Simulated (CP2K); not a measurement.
Runs of CP2K 2026.2 on C. The structure is tetragonal, space group P4/mmm (No. 123). Conventional cell: a = 4.255 Å, b = 4.255 Å, c = 1.282 Å, α = 90.00°, β = 90.00°, γ = 90.00°. C (site symmetry 4/mmm) has 2 C at 1.28 Å as nearest neighbours. The cell was built by a generator and needn't be a form met in nature.

```csv
task,level,points a segment of the path (NPOINTS),bands added on the path,cutoff of the non-local correlation (Ry),gap on the mesh (eV),pressure (GPa)
band structure,HLE17,8,2,-,none,-11.2
single point,vdW-DF2,-,-,300,none,(a)
band structure,LDA,8,2,-,none,0.8
single point,AM05,-,-,-,none,1.2
single point,PBE,-,-,-,none,0.5
single point,vdW-DF-cx,-,-,300,none,(b)
band structure,PBEsol,8,2,-,none,0.8
```

Alike in all rows: potentials or basis POTENTIAL_UZH C GTH-PBE-q4; TZVP-MOLOPT-PBE-GTH basis; no spin polarisation; cell as given; k mesh 6 × 6 × 20; smearing fermi-dirac 0.05 eV.

Question: Fill in the values left out.

Answer: (a) -0.4; (b) 0.2.

Caveats: the basis of atomic orbitals isn't converged, which shifts pressures, moduli and gaps; the potentials were made for another functional, which shifts forces and pressure (some runs); the potentials were made for a functional far from this one (some runs).

A gap of «none» marks a metal or a gap under the smearing width.
